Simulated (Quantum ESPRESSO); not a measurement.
# HgTe (I-4m2) in Quantum ESPRESSO: notebook, part 2 of 2

Quantum ESPRESSO 7.5.

## Step 3: Single point, r2SCAN, 27.19 Å³/atom

File pw.in:

```
&CONTROL
  calculation = 'scf'
  prefix = 'pwscf'
  outdir = './tmp'
  pseudo_dir = './pseudo'
  tstress = .true.
  disk_io = 'nowf'
/
&SYSTEM
  ibrav = 0
  nat = 2
  ntyp = 2
  ecutwfc = 70
  nbnd = 26
  input_dft = 'r2scan'
  occupations = 'smearing'
  smearing = 'fd'
  degauss = 0.00367493
  nosym = .true.
  nr1 = 48
  nr2 = 48
  nr3 = 48
/
&ELECTRONS
  conv_thr = 1d-08
  electron_maxstep = 120
  mixing_beta = 0.5
/
ATOMIC_SPECIES
Hg   200.5920 Hg_ONCV_PBE-1.2.upf
Te   127.6000 Te_ONCV_PBE-1.2.upf
CELL_PARAMETERS angstrom
  -2.9834303915    2.9834303915    1.5275763738
   2.9834303915   -2.9834303915    1.5275763738
   2.9834303915    2.9834303915   -1.5275763738
ATOMIC_POSITIONS crystal
Hg     0.7500000000    0.2500000000    0.5000000000
Te     0.0000000000    0.0000000000    0.0000000000
K_POINTS automatic
4 4 4 0 0 0
```

Potentials or basis: SG15 PBE 1.2.

Run with:

```
$ OMP_NUM_THREADS=1 mpirun -n 2 pw.x -nk 2 -in pw.in > pw.out
```

pw.out:

```text
This program is part of the open-source Quantum ESPRESSO suite
     for quantum simulation of materials; please cite
         "P. Giannozzi et al., J. Phys.:Condens. Matter 21 395502 (2009);
         "P. Giannozzi et al., J. Phys.:Condens. Matter 29 465901 (2017);
         "P. Giannozzi et al., J. Chem. Phys. 152 154105 (2020);
     in publications or presentations arising from this work. More details at

     IMPORTANT: XC functional enforced from input :
     Exchange-correlation= R2SCAN
                           (   0   0   0   0   0 497 498)
     Any further DFT definition will be discarded
     Please, verify this is what you really want

     K-points division:     npool     =       2
     Subspace diagonalization in iterative solution of the eigenvalue problem:
     a serial algorithm will be used

     G-vector sticks info
     --------------------
     sticks:   dense  smooth     PW     G-vecs:    dense   smooth      PW
     Sum        1033    1033    349                29039    29039    5657

     Using Slab Decomposition

     bravais-lattice index     =            0
     lattice parameter (alat)  =       8.4796  a.u.
     unit-cell volume          =     367.0214 (a.u.)^3
     number of atoms/cell      =            2
     number of atomic types    =            2
     number of electrons       =        36.00
     number of Kohn-Sham states=           26
     kinetic-energy cutoff     =      70.0000  Ry
     charge density cutoff     =     280.0000  Ry
     scf convergence threshold =      1.0E-08
     mixing beta               =       0.5000
     number of iterations used =            8  plain     mixing
     Exchange-correlation= R2SCAN
                           (   0   0   0   0   0 497 498)

     celldm(1)=   8.479630  celldm(2)=   0.000000  celldm(3)=   0.000000
     celldm(4)=   0.000000  celldm(5)=   0.000000  celldm(6)=   0.000000

     crystal axes: (cart. coord. in units of alat)
               a(1) = (  -0.664872   0.664872   0.340428 )
               a(2) = (   0.664872  -0.664872   0.340428 )
               a(3) = (   0.664872   0.664872  -0.340428 )

     reciprocal axes: (cart. coord. in units 2 pi/alat)
               b(1) = ( -0.000000  0.752025  1.468741 )
               b(2) = (  0.752025 -0.000000  1.468741 )
               b(3) = (  0.752025  0.752025  0.000000 )

     PseudoPot. # 1 for Hg read from file:
     Hg_ONCV_PBE-1.2.upf
     Pseudo is Norm-conserving, Zval = 20.0
     Generated using ONCVPSP code by D. R. Hamann
     Using radial grid of  602 points,  8 beta functions with:
                l(1) =   0
                l(2) =   0
                l(3) =   1
                l(4) =   1
                l(5) =   2
                l(6) =   2
                l(7) =   3
                l(8) =   3

     PseudoPot. # 2 for Te read from file:
     Te_ONCV_PBE-1.2.upf
     Pseudo is Norm-conserving, Zval = 16.0
     Generated using ONCVPSP code by D. R. Hamann
     Using radial grid of  602 points,  6 beta functions with:
                l(1) =   0
                l(2) =   0
                l(3) =   1
                l(4) =   1
                l(5) =   2
                l(6) =   2

     atomic species   valence    mass     pseudopotential
     Hg               20.00   200.59200     Hg( 1.00)
     Te               16.00   127.60000     Te( 1.00)

     No symmetry found

   Cartesian axes

     site n.     atom                  positions (alat units)
         1        Hg     tau(   1) = (   0.0000000   0.6648718   0.1702139  )
         2        Te     tau(   2) = (   0.0000000   0.0000000   0.0000000  )

     number of k points=    36  Fermi-Dirac smearing, width (Ry)=  0.0037
                       cart. coord. in units 2pi/alat
        k(    1) = (   0.0000000   0.0000000   0.0000000), wk =   0.0312500
        k(    2) = (   0.1880062   0.1880062   0.0000000), wk =   0.0625000
        k(    3) = (  -0.3760124  -0.3760124   0.0000000), wk =   0.0312500
        k(    4) = (   0.1880062  -0.0000000   0.3671851), wk =   0.0625000
        k(    5) = (   0.3760124   0.1880062   0.3671851), wk =   0.0625000
        k(    6) = (  -0.1880062  -0.3760124   0.3671851), wk =   0.0625000
[... 28 lines left out ...]
        k(   35) = (  -0.1880062  -0.1880062  -1.4687405), wk =   0.0625000
        k(   36) = (  -0.7520247  -0.7520247  -1.4687405), wk =   0.0312500

     Dense  grid:    29039 G-vectors     FFT dimensions: (  48,  48,  48)

     WARNING: libxc functional with ID  497 depends
      on external parameters: check the user_guide of
      QE if you need to modify them or to check their
      default values.

     WARNING: libxc functional with ID  498 depends
      on external parameters: check the user_guide of
      QE if you need to modify them or to check their
      default values.

     Initial potential from superposition of free atoms

     starting charge      35.9422, renormalised to      36.0000
     Starting wfcs are random

     Self-consistent Calculation

     iteration #  1     ecut=    70.00 Ry     beta= 0.50
     Davidson diagonalization with overlap
     ethr =  1.00E-02,  avg # of iterations =  9.6

     total energy              =    -484.03696944 Ry
     estimated scf accuracy    <      65.03759301 Ry

     iteration #  2     ecut=    70.00 Ry     beta= 0.50
     Davidson diagonalization with overlap
     ethr =  1.00E-02,  avg # of iterations =  1.0

     total energy              =    -484.21119056 Ry
     estimated scf accuracy    <      16.72101734 Ry

     iteration #  3     ecut=    70.00 Ry     beta= 0.50
     Davidson diagonalization with overlap
     ethr =  1.00E-02,  avg # of iterations =  1.0
[... 43 lines left out ...]
     total energy              =    -484.23102102 Ry
     estimated scf accuracy    <       0.00000008 Ry

     iteration # 10     ecut=    70.00 Ry     beta= 0.50
     Davidson diagonalization with overlap
     ethr =  2.14E-10,  avg # of iterations =  2.0

     total energy              =    -484.23102102 Ry
     estimated scf accuracy    <       0.00000004 Ry

     iteration # 11     ecut=    70.00 Ry     beta= 0.50
     Davidson diagonalization with overlap
     ethr =  1.03E-10,  avg # of iterations =  1.0

     End of self-consistent calculation

          k = 0.0000 0.0000 0.0000 (  3643 PWs)   bands (ev):

  -105.7995 -53.0223 -53.0068 -53.0068 -24.0176 -24.0139 -24.0125 -23.9482
   -23.9482  -0.9327   4.2773   5.1214   5.2143   5.6741   5.6741   8.8646
     9.7092   9.7092  16.5273  17.5830  19.9709  19.9709  22.9779  23.7255
    24.7617  25.8690

          k = 0.1880 0.1880 0.0000 (  3655 PWs)   bands (ev):

  -105.7995 -53.0223 -53.0069 -53.0068 -24.0176 -24.0139 -24.0118 -23.9483
   -23.9481  -0.6565   4.2598   5.0056   5.0877   5.6712   5.7106   6.6137
    10.4679  12.1332  16.3166  16.9376  17.6530  19.9434  22.8643  24.5098
    26.0972  26.8212

          k =-0.3760-0.3760 0.0000 (  3626 PWs)   bands (ev):

  -105.7995 -53.0223 -53.0070 -53.0068 -24.0176 -24.0138 -24.0112 -23.9483
   -23.9479  -0.3176   4.2056   4.7455   4.8330   5.7073   5.7383   5.8015
    11.4759  14.1453  14.7273  15.6474  16.3392  22.6343  23.7585  24.0882
    24.3197  26.5092

          k = 0.1880-0.0000 0.3672 (  3617 PWs)   bands (ev):

  -105.7990 -53.0422 -53.0054 -53.0054 -24.0161 -24.0103 -23.9658 -23.9657
   -23.9531   0.1249   5.0944   5.1419   5.2137   5.2855   5.3168   8.3067
    10.3622  11.4744  12.5453  17.9122  18.2911  19.5512  20.0938  22.0597
    23.0131  25.1251

          k = 0.3760 0.1880 0.3672 (  3638 PWs)   bands (ev):

  -105.7990 -53.0422 -53.0055 -53.0054 -24.0161 -24.0097 -23.9658 -23.9656
   -23.9530   0.4705   4.9977   5.0590   5.2158   5.3016   5.4201   6.8042
    10.7075  11.4129  13.6560  16.6790  18.0094  19.1151  22.1693  23.3157
    24.6246  25.9974

          k =-0.1880-0.3760 0.3672 (  3638 PWs)   bands (ev):

  -105.7990 -53.0422 -53.0055 -53.0054 -24.0161 -24.0097 -23.9658 -23.9656
   -23.9530   0.4705   4.9977   5.0590   5.2158   5.3016   5.4201   6.8042
    10.7075  11.4129  13.6560  16.6790  18.0094  19.1151  22.1693  23.3157
    24.6246  25.9974

          k = 0.0000-0.1880 0.3672 (  3617 PWs)   bands (ev):

  -105.7990 -53.0422 -53.0054 -53.0054 -24.0161 -24.0103 -23.9658 -23.9657
   -23.9531   0.1249   5.0944   5.1419   5.2137   5.2855   5.3168   8.3067
    10.3622  11.4744  12.5453  17.9122  18.2911  19.5512  20.0938  22.0597
    23.0131  25.1251

          k =-0.3760 0.0000-0.7344 (  3624 PWs)   bands (ev):

  -105.7985 -53.0620 -53.0039 -53.0039 -24.0146 -24.0082 -23.9833 -23.9832
   -23.8920   1.8407   4.7701   4.9442   5.2644   5.4365   5.7172   7.5913
    10.3047  11.1727  12.3407  15.9581  16.7404  18.9573  21.5032  23.2253
    23.8349  24.0315

          k =-0.1880 0.1880-0.7344 (  3627 PWs)   bands (ev):

  -105.7985 -53.0620 -53.0039 -53.0039 -24.0146 -24.0081 -23.9832 -23.9832
   -23.8920   1.8426   4.7193   4.8974   5.2781   5.4250   5.8941   7.5753
     9.9067  11.0381  13.7702  14.4091  17.7332  18.3791  21.7650  22.9083
    23.5738  24.0505
[... 178 lines left out ...]
  -105.7995 -53.0223 -53.0070 -53.0069 -24.0180 -24.0137 -24.0106 -23.9481
   -23.9479  -0.2728   4.2311   5.1464   5.1679   5.7173   5.7289   6.0526
     9.2912  10.7477  16.1565  17.8936  19.4631  21.3744  24.5931  24.6845
    26.0339  27.1812

          k =-0.7520-0.7520-1.4687 (  3648 PWs)   bands (ev):

  -105.7995 -53.0223 -53.0070 -53.0070 -24.0184 -24.0137 -24.0101 -23.9479
   -23.9479  -0.2275   4.2328   5.4485   5.7080   5.7080   5.8307   7.6583
     7.6726   7.6726  16.1358  20.6908  21.3302  21.3302  25.8081  27.0567
    27.0567  27.5956

     the Fermi energy is    12.1025 ev

!    total energy              =    -484.23102102 Ry
     estimated scf accuracy    <          3.1E-10 Ry
     smearing contrib. (-TS)   =      -0.00045796 Ry
     internal energy E=F+TS    =    -484.23056306 Ry

     The total energy is F=E-TS. E is the sum of the following terms:
     one-electron contribution =    -236.30659670 Ry
     hartree contribution      =     125.09281811 Ry
     xc contribution           =     -45.24663508 Ry
     ewald contribution        =    -327.77014939 Ry

     convergence has been achieved in  11 iterations

     Computing stress (Cartesian axis) and pressure

          total   stress  (Ry/bohr**3)                   (kbar)     P=       12.51
  -0.00025439   0.00000000  -0.00000000          -37.42        0.00       -0.00
   0.00000000  -0.00025439   0.00000000            0.00      -37.42        0.00
  -0.00000000   0.00000000   0.00076381           -0.00        0.00      112.36

=------------------------------------------------------------------------------=
   JOB DONE.
=------------------------------------------------------------------------------=
```

It took 59 s on 2 MPI ranks of AMD EPYC 9R45 (Zen 5), shared host; peak memory 0.26 GiB.

What came out:

```
Free energy            : -6588.2987 eV
Pressure               : 1.3 GPa
Band gap on the k mesh : none (metal or under the smearing width)
```

Caveat: the k mesh is coarse (spacing up to 0.58 Å⁻¹), so the values aren't converged; the potentials were made for another functional, which shifts forces and pressure.

## Step 4: Single point, r2SCAN, 27.77 Å³/atom

Changes to pw.in since step 3:

```diff
@@ -32,5 +32,5 @@
 CELL_PARAMETERS angstrom
-  -2.9834303915    2.9834303915    1.5275763738
-   2.9834303915   -2.9834303915    1.5275763738
-   2.9834303915    2.9834303915   -1.5275763738
+  -3.0044411569    3.0044411569    1.5383343083
+   3.0044411569   -3.0044411569    1.5383343083
+   3.0044411569    3.0044411569   -1.5383343083
 ATOMIC_POSITIONS crystal
```

Run with:

```
$ OMP_NUM_THREADS=1 mpirun -n 2 pw.x -nk 2 -in pw.in > pw.out
```

Run time: 60 s. Hardware: 2 MPI ranks of AMD EPYC 9R45 (Zen 5), shared host; peak memory 0.26 GiB.

The run converged. Its results:

| Property | Result |
| --- | --- |
| Free energy | -6588.3036 eV |
| Pressure | 0.1 GPa |
| Band gap on the k mesh | none (metal or under the smearing width) |

Caveat: the k mesh is coarse (spacing up to 0.57 Å⁻¹), so the values aren't converged; the potentials were made for another functional, which shifts forces and pressure.

## Step 5: Single point, r2SCAN, 28.35 Å³/atom

Changes to pw.in since step 4:

```diff
@@ -32,5 +32,5 @@
 CELL_PARAMETERS angstrom
-  -3.0044411569    3.0044411569    1.5383343083
-   3.0044411569   -3.0044411569    1.5383343083
-   3.0044411569    3.0044411569   -1.5383343083
+  -3.0251620955    3.0251620955    1.5489438457
+   3.0251620955   -3.0251620955    1.5489438457
+   3.0251620955    3.0251620955   -1.5489438457
 ATOMIC_POSITIONS crystal
```

Run with:

```
$ OMP_NUM_THREADS=1 mpirun -n 2 pw.x -nk 2 -in pw.in > pw.out
```

Run time: 58 s. Hardware: 2 MPI ranks of AMD EPYC 9R45 (Zen 5), shared host; peak memory 0.26 GiB.

Results (log left out):

| Property | Result |
| --- | --- |
| Free energy | -6588.3010 eV |
| Pressure | -0.9 GPa |
| Band gap on the k mesh | none (metal or under the smearing width) |

Caveat: the k mesh is coarse (spacing up to 0.57 Å⁻¹), so the values aren't converged; the potentials were made for another functional, which shifts forces and pressure.

## Step 6: Single point, r2SCAN, 28.93 Å³/atom

Changes to pw.in since step 5:

```diff
@@ -32,5 +32,5 @@
 CELL_PARAMETERS angstrom
-  -3.0251620955    3.0251620955    1.5489438457
-   3.0251620955   -3.0251620955    1.5489438457
-   3.0251620955    3.0251620955   -1.5489438457
+  -3.0456030000    3.0456030000    1.5594100000
+   3.0456030000   -3.0456030000    1.5594100000
+   3.0456030000    3.0456030000   -1.5594100000
 ATOMIC_POSITIONS crystal
```

Potentials or basis: SG15 PBE 1.2.

Run with:

```
$ OMP_NUM_THREADS=1 mpirun -n 2 pw.x -nk 2 -in pw.in > pw.out
```

It took 60 s on 2 MPI ranks of AMD EPYC 9R45 (Zen 5), shared host; peak memory 0.26 GiB.

It converged, with:

```
Free energy            : -6588.2916 eV
Pressure               : -1.7 GPa
Band gap on the k mesh : none (metal or under the smearing width)
```

Caveat: the k mesh is coarse (spacing up to 0.57 Å⁻¹), so the values aren't converged; the potentials were made for another functional, which shifts forces and pressure.

## Step 7: Single point, r2SCAN, 29.51 Å³/atom

Changes to pw.in since step 6:

```diff
@@ -32,5 +32,5 @@
 CELL_PARAMETERS angstrom
-  -3.0456030000    3.0456030000    1.5594100000
-   3.0456030000   -3.0456030000    1.5594100000
-   3.0456030000    3.0456030000   -1.5594100000
+  -3.0657731441    3.0657731441    1.5697375195
+   3.0657731441   -3.0657731441    1.5697375195
+   3.0657731441    3.0657731441   -1.5697375195
 ATOMIC_POSITIONS crystal
```

Run with:

```
$ OMP_NUM_THREADS=1 mpirun -n 2 pw.x -nk 2 -in pw.in > pw.out
```

Wall time 60 s (2 MPI ranks of AMD EPYC 9R45 (Zen 5), shared host); peak memory 0.26 GiB.

Results (log left out):

* Free energy: -6588.2765 eV
* Pressure: -2.5 GPa
* Band gap on the k mesh: none (metal or under the smearing width)

Caveat: the k mesh is coarse (spacing up to 0.56 Å⁻¹), so the values aren't converged; the potentials were made for another functional, which shifts forces and pressure.

## Step 8: Single point, r2SCAN, 30.09 Å³/atom

Changes to pw.in since step 7:

```diff
@@ -32,5 +32,5 @@
 CELL_PARAMETERS angstrom
-  -3.0657731441    3.0657731441    1.5697375195
-   3.0657731441   -3.0657731441    1.5697375195
-   3.0657731441    3.0657731441   -1.5697375195
+  -3.0856813198    3.0856813198    1.5799309059
+   3.0856813198   -3.0856813198    1.5799309059
+   3.0856813198    3.0856813198   -1.5799309059
 ATOMIC_POSITIONS crystal
```

Run with:

```
$ OMP_NUM_THREADS=1 mpirun -n 2 pw.x -nk 2 -in pw.in > pw.out
```

It took 61 s on 2 MPI ranks of AMD EPYC 9R45 (Zen 5), shared host; peak memory 0.26 GiB.

It converged, with:

```
Free energy            : -6588.2563 eV
Pressure               : -3.1 GPa
Band gap on the k mesh : none (metal or under the smearing width)
```

Caveat: the k mesh is coarse (spacing up to 0.56 Å⁻¹), so the values aren't converged; the potentials were made for another functional, which shifts forces and pressure.

## Step 9: Single point, r2SCAN, 30.66 Å³/atom

Changes to pw.in since step 8:

```diff
@@ -32,5 +32,5 @@
 CELL_PARAMETERS angstrom
-  -3.0856813198    3.0856813198    1.5799309059
-   3.0856813198   -3.0856813198    1.5799309059
-   3.0856813198    3.0856813198   -1.5799309059
+  -3.1053358708    3.1053358708    1.5899944314
+   3.1053358708   -3.1053358708    1.5899944314
+   3.1053358708    3.1053358708   -1.5899944314
 ATOMIC_POSITIONS crystal
```

Potentials or basis: SG15 PBE 1.2.

Run with:

```
$ OMP_NUM_THREADS=1 mpirun -n 2 pw.x -nk 2 -in pw.in > pw.out
```

Run time: 60 s. Hardware: 2 MPI ranks of AMD EPYC 9R45 (Zen 5), shared host; peak memory 0.28 GiB.

The run converged. Its results:

```
Free energy            : -6588.2317 eV
Pressure               : -3.7 GPa
Band gap on the k mesh : none (metal or under the smearing width)
```

Caveat: the k mesh is coarse (spacing up to 0.55 Å⁻¹), so the values aren't converged; the potentials were made for another functional, which shifts forces and pressure.

## Step 10: Equation of state, r2SCAN

This step only gathers the single runs of the series.

What came out:

```yaml
Equilibrium_volume: 27.85 Å³/atom
Bulk_modulus_at_fixed_shape_and_positions: 50 GPa
Pressure_derivative_of_the_bulk_modulus: 5.6
```

Energy against volume, from the lowest point:
```tsv
volume (Å³/atom)	energy (meV/atom)
27.193	2.48
27.772	0.00
28.351	1.33
28.929	6.00
29.508	13.56
30.086	23.66
30.665	35.95
```

Caveat: the k mesh is coarse (spacing up to 0.57 Å⁻¹), so the values aren't converged; the potentials were made for another functional, which shifts forces and pressure; the cell was scaled at fixed shape and fractional positions, which overstates the stiffness of a crystal with free parameters, most of all of layers and chains. Spin-orbit coupling is left out, which matters for the levels of Hg, Te.

## Step 11: For comparison

An earlier run on the cell as given: functional PBEsol; potentials or basis GBRV 1.5 PBEsol; cutoff 612 eV; density cutoff 4898 eV; k mesh 10 × 10 × 10; occupations fermi-dirac, width 0.05 eV; no spin polarisation.

- Pressure: -3.3 GPa
- Band gap on the k mesh: none (metal or under the smearing width)

## Step 12: Summary

```tsv
task	level	potentials or basis	k mesh	cutoff (eV)	form of the LDA correlation	SCF threshold	symmetry	mesh quality	gap on the mesh (eV)	pressure (GPa)
band structure	LDA	GBRV 1.5 LDA	10 × 10 × 10	612	PZ81	4e-10 Ry	-	not flagged	none	-4.8
equation of state	r2SCAN	SG15 PBE 1.2	4 × 4 × 4	952	-	1e-08 Ry	off	coarse	-	-
single point	PBEsol	GBRV 1.5 PBEsol	10 × 10 × 10	612	-	4e-10 Ry	-	not flagged	none	-3.3
```

Alike in all rows: no spin polarisation; cell as given; smearing fermi-dirac 0.05 eV.

Caveats: some runs use coarse meshes; spin-orbit coupling is left out, which moves the levels of the heavy elements (some runs); the potentials were made for another functional, which shifts forces and pressure (some runs); the cell was scaled at fixed shape and fractional positions, which overstates the stiffness of a crystal with free parameters, most of all of layers and chains (some runs).

Total energies depend on the potentials used, so only differences within one code and one set of settings carry meaning.
